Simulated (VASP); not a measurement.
# ZnAu (Pm-3m) in VASP: further runs

One crystal, ZnAu, is run at these levels: PBE; tasks: single point.

All numbers are computed with VASP 6.6.1; they aren't measurements. Logs are shortened: lines on timing, memory, paths and dates and some standing lists are left out, and cuts for length are marked.

### 1 The crystal as given

The structure is cubic, space group Pm-3m (No. 221). The conventional cell has a = 3.147 Å, b = 3.147 Å, c = 3.147 Å, α = 90.00°, β = 90.00°, γ = 90.00°. Au (site symmetry m-3m) is surrounded by 8 Zn at 2.73 Å. Zn (site symmetry m-3m) has 8 Au at 2.73 Å as nearest neighbours.

### 2 Single point, PBE

File INCAR:

```
SYSTEM = ZnAu
PREC     = Accurate       ! precision mode
ENCUT    = 350            ! plane-wave cutoff, eV
EDIFF    = 1E-6           ! SCF threshold, eV
ISMEAR   = 0              ! smearing method
SIGMA    = 0.2            ! smearing width, eV
LREAL    = .FALSE.        ! projectors in reciprocal space
LASPH    = .TRUE.         ! aspherical terms in the spheres
NELM     = 100            ! most SCF steps
ALGO     = Normal         ! electronic algorithm
ISIF     = 2              ! what is computed and relaxed
LWAVE    = .FALSE.        ! write WAVECAR
LCHARG   = .FALSE.        ! write CHGCAR
GGA      = PE             ! functional
NBANDS   = 18             ! bands
ADDGRID  = .FALSE.
```

File KPOINTS:

```
regular mesh
0
G
  9 9 9
  0 0 0
```

File POSCAR:

```
ZnAu
1.0
    3.1470000000      0.0000000000      0.0000000000
    0.0000000000      3.1470000000      0.0000000000
    0.0000000000      0.0000000000      3.1470000000
Au Zn
1 1
Direct
    0.0000000000      0.0000000000      0.0000000000
    0.5000000000      0.5000000000      0.5000000000
```

Potentials or basis: VASP PAW PBE potentials, release 64 (Au, Zn).

The run is started by

```sh
cat potpaw_PBE.64/Au/POTCAR potpaw_PBE.64/Zn/POTCAR > POTCAR
mpirun -np 1 vasp_std > vasp.out
```

OUTCAR:

```text
SYSTEM = ZnAu
   PREC = Accurate
   ENCUT = 350
   EDIFF = 1E-6
   ISMEAR = 0
   LREAL = .FALSE.
   LASPH = .TRUE.
   NELM = 100
   ISIF = 2
   GGA = PE

 Found     35 irreducible k-points:

 Following reciprocal coordinates:
            Coordinates               Weight
  0.000000  0.000000  0.000000      1.000000
  0.111111  0.000000  0.000000      6.000000
  0.222222  0.000000  0.000000      6.000000
  0.333333  0.000000  0.000000      6.000000
  0.444444  0.000000  0.000000      6.000000
  0.111111  0.111111  0.000000     12.000000
   k-points           NKPTS =     35   k-points in BZ     NKDIM =     35   number of bands    NBANDS=     18
   number of dos      NEDOS =    301   number of ions     NIONS =      2
   total plane-waves  NPLWV =   8000
   dimension x,y,z NGX =    20 NGY =   20 NGZ =   20
   dimension x,y,z NGXF=    40 NGYF=   40 NGZF=   40
   ions per type =               1   1
   NGX,Y,Z   is equivalent  to a cutoff of  10.57, 10.57, 10.57 a.u.
   NGXF,Y,Z  is equivalent  to a cutoff of  21.13, 21.13, 21.13 a.u.
 SYSTEM =  ZnAu
   PREC   = accura    normal or accurate (medium, high low for compatibility)
   ISTART =      0    job   : 0-new  1-cont  2-samecut
   ICHARG =      2    charge: 1-file 2-atom 10-const
   ISPIN  =      1    spin polarized calculation?
   LNONCOLLINEAR =      F non collinear calculations
   LSORBIT =      F    spin-orbit coupling
   LASPH  =      T    aspherical Exc in radial PAW
   ENCUT  =  350.0 eV  25.72 Ry    5.07 a.u.   4.80  4.80  4.80*2*pi/ulx,y,z
   NELM   =    100;   NELMIN=  2; NELMDL= -5     # of ELM steps
   EDIFF  = 0.1E-05   stopping-criterion for ELM
[... 8 lines left out ...]
   TEBEG  =    0.0;   TEEND  =   0.0 temperature during run
   PSTRESS=    0.0 pullay stress
   NELECT =      23.0000    total number of electrons
   NUPDOWN=      -1.0000    fix difference up-down
   EMIN   =  10.00;   EMAX   =-10.00  energy-range for DOS
   EFERMI =   0.00;   METHOD = LEGACY
   ISMEAR =     0;   SIGMA  =   0.20  broadening in eV -4-tet -1-fermi 0-gaus
   EFERMI_NEDOS =   21; number of points for ismear=-14 and -15
   IALGO  =     38    algorithm
   IMIX   =      4    mixing-type and parameters
     AMIX     =   0.40;   BMIX     =  1.00
     AMIX_MAG =   1.60;   BMIX_MAG =  1.00
  volume/ion in A,a.u.               =      15.58       105.16
  Fermi-wavevector in a.u.,A,eV,Ry     =   1.479406  2.795672 29.778283  2.188642
  Thomas-Fermi vector in A             =   2.593568
   LORBIT       =      0    0 simple, 1 ext, 2 COOP (PROOUT), +10 PAW based schemes
   GGA     = PE    functional components
   LHFCALC =     F    Hartree Fock is set to
   AEXX    =    0.0000 exact exchange contribution
   IVDW    =     0    specifies the selected vdW correction
   LEPSILON=     F    determine dielectric tensor
   LRPA    =     F    only Hartree local field effects (RPA)
 non-spin polarized calculation
 Gauss-broadening in eV      SIGMA  =   0.20
  energy-cutoff  :      350.00
  volume of cell :       31.17
 maximum number of plane-waves:       474
 NGX is ok and might be reduce to    20
   NGX =  9   NGY =  9   NGZ =  9

 number of electron      23.0000070 magnetization

 Free energy of the ion-electron system (eV)
  ---------------------------------------------------
  ext. energy  EPLUGINS =         0.00000000
  ---------------------------------------------------
  free energy    TOTEN  =        -4.72741142 eV

  energy without entropy =       -4.71521695  energy(sigma->0) =       -4.72131419

 E-fermi :   7.1637     XC(G=0): -12.3780

 val. band max:        7.0062565408   @ k =   0.3333   0.2222   0.0000
 cond. band min:       7.2486991929   @ k =   0.4444   0.4444   0.3333
 fundamental gap:      0.2424426521
 Fermi energy:         7.1637380107

 k-point     1 :       0.0000    0.0000    0.0000
  band No.  band energies     occupation
      1      -3.5232      2.00000
      2      -1.0171      2.00000
      3      -1.0171      2.00000
      4      -0.3218      2.00000
      5      -0.3218      2.00000
      6      -0.3218      2.00000
[... 10 lines left out ...]
     17      19.2351      0.00000
     18      25.4038      0.00000

 k-point     2 :       0.1111    0.0000    0.0000
  band No.  band energies     occupation
      1      -3.3045      2.00000
      2      -0.9693      2.00000
      3      -0.9529      2.00000
      4      -0.3242      2.00000
      5      -0.3242      2.00000
      6      -0.3037      2.00000
[... 10 lines left out ...]
     17      20.2769      0.00000
     18      25.2259      0.00000

 k-point     3 :       0.2222    0.0000    0.0000
  band No.  band energies     occupation
      1      -2.6730      2.00000
      2      -0.8406      2.00000
      3      -0.7931      2.00000
      4      -0.3284      2.00000
      5      -0.3284      2.00000
      6      -0.2571      2.00000
[... 10 lines left out ...]
     17      23.0262      0.00000
     18      24.0746      0.00000

 k-point     4 :       0.3333    0.0000    0.0000
  band No.  band energies     occupation
      1      -1.7229      2.00000
      2      -0.6772      2.00000
      3      -0.6151      2.00000
      4      -0.3291      2.00000
      5      -0.3291      2.00000
      6      -0.2027      2.00000
[... 10 lines left out ...]
     17      21.6688      0.00000
     18      21.7687      0.00000

 k-point     5 :       0.4444    0.0000    0.0000
  band No.  band energies     occupation
      1      -0.7843      2.00000
      2      -0.5570      2.00000
      3      -0.4756      2.00000
      4      -0.3269      2.00000
      5      -0.3269      2.00000
      6      -0.1661      2.00000
[... 10 lines left out ...]
     17      19.4042      0.00000
     18      19.4042      0.00000

 k-point     6 :       0.1111    0.1111    0.0000
  band No.  band energies     occupation
      1      -3.0908      2.00000
      2      -0.9208      2.00000
      3      -0.8959      2.00000
      4      -0.3573      2.00000
      5      -0.3267      2.00000
      6      -0.2659      2.00000
[... 10 lines left out ...]
     17      20.4101      0.00000
     18      24.0030      0.00000

 [... further k-points ...]
[... 5 lines left out ...]
  --------------------------------------------------------------------------------------
  -------------------------------------------------------------------------------------
  Total        0.9113404      0.9113404      0.9113404      0.0000000     -0.0000000      0.0000000
  in kB       46.8490727     46.8490727     46.8490727      0.0000000     -0.0000000      0.0000000
  external PRESSURE =      46.8490727 kB  Pullay stress =       0.0000000 kB

 VOLUME and BASIS-vectors are now :
 -----------------------------------------------------------------------------
  energy-cutoff  :      350.00
  volume of cell :       31.17
      direct lattice vectors                 reciprocal lattice vectors
     3.147000000  0.000000000  0.000000000     0.317762949  0.000000000  0.000000000
     0.000000000  3.147000000  0.000000000     0.000000000  0.317762949  0.000000000
     0.000000000  0.000000000  3.147000000     0.000000000  0.000000000  0.317762949

 POSITION                                       TOTAL-FORCE (eV/Angst)
 -----------------------------------------------------------------------------------
      0.00000      0.00000      0.00000         0.000000      0.000000      0.000000
      1.57350      1.57350      1.57350         0.000000      0.000000      0.000000
 -----------------------------------------------------------------------------------
    total drift:                               -0.000000      0.000000      0.000000

  FREE ENERGIE OF THE ION-ELECTRON SYSTEM (eV)
  ---------------------------------------------------
  free  energy   TOTEN  =        -4.7274114243 eV

  energy  without entropy=       -4.7152169530  energy(sigma->0) =       -4.72131419
```

It took 19 s on 1 thread of AMD EPYC, shared host; peak memory 0.09 GiB.

The run converged, but some of its settings lie outside the range that counts as converged, so its numbers aren't taken as properties of the crystal.

Results:

| Quantity | Value |
| --- | --- |
| Free energy | -4.7274 eV |
| Pressure | 4.7 GPa |
| Band gap on the k mesh | none (metal or under the smearing width) |

### 3 Single point, PBE

INCAR, as its differences from that of step 2:

```diff
@@ -2,3 +2,3 @@
 PREC     = Accurate       ! precision mode
-ENCUT    = 350            ! plane-wave cutoff, eV
+ENCUT    = 500            ! plane-wave cutoff, eV
 EDIFF    = 1E-6           ! SCF threshold, eV
```

File KPOINTS:

```
regular mesh
0
G
  8 8 8
  0 0 0
```

POSCAR is that of step 2.

Potentials or basis: VASP PAW PBE potentials, release 64 (Au, Zn).

The run is started by

```sh
cat potpaw_PBE.64/Au/POTCAR potpaw_PBE.64/Zn/POTCAR > POTCAR
mpirun -np 1 vasp_std > vasp.out
```

It took 26 s on 1 thread of AMD EPYC, shared host; peak memory 0.12 GiB.

These settings aren't checked as converged: the numbers below hold their error.

What came out:

- Free energy: -4.7404 eV
- Pressure: 5.2 GPa
- Band gap on the k mesh: none (metal or under the smearing width)

### 4 Single point, PBE

INCAR, as its differences from that of step 3:

```diff
@@ -2,3 +2,3 @@
 PREC     = Accurate       ! precision mode
-ENCUT    = 500            ! plane-wave cutoff, eV
+ENCUT    = 400            ! plane-wave cutoff, eV
 EDIFF    = 1E-6           ! SCF threshold, eV
```

File KPOINTS:

```
regular mesh
0
G
  9 9 9
  0 0 0
```

POSCAR is that of step 3.

The run is started by

```sh
cat potpaw_PBE.64/Au/POTCAR potpaw_PBE.64/Zn/POTCAR > POTCAR
mpirun -np 1 vasp_std > vasp.out
```

Run time: 24 s. Hardware: 1 thread of AMD EPYC, shared host; peak memory 0.11 GiB.

These settings aren't checked as converged: the numbers below hold their error.

Results:

```yaml
Free_energy: -4.7269 eV
Pressure: 5.0 GPa
Band_gap_on_the_k_mesh: none (metal or under the smearing width)
```

### 5 Single point, PBE

INCAR, as its differences from that of step 4:

```diff
@@ -2,3 +2,3 @@
 PREC     = Accurate       ! precision mode
-ENCUT    = 400            ! plane-wave cutoff, eV
+ENCUT    = 600            ! plane-wave cutoff, eV
 EDIFF    = 1E-6           ! SCF threshold, eV
```

File KPOINTS:

```
regular mesh
0
G
  8 8 8
  0 0 0
```

POSCAR is that of step 4.

The run is started by

```sh
cat potpaw_PBE.64/Au/POTCAR potpaw_PBE.64/Zn/POTCAR > POTCAR
mpirun -np 1 vasp_std > vasp.out
```

Run time: 36 s. Hardware: 1 thread of AMD EPYC, shared host; peak memory 0.14 GiB.

The run converged, but some of its settings lie outside the range that counts as converged, so its numbers aren't taken as properties of the crystal.

What came out:

```yaml
Free_energy: -4.7401 eV
Pressure: 5.2 GPa
Band_gap_on_the_k_mesh: none (metal or under the smearing width)
```
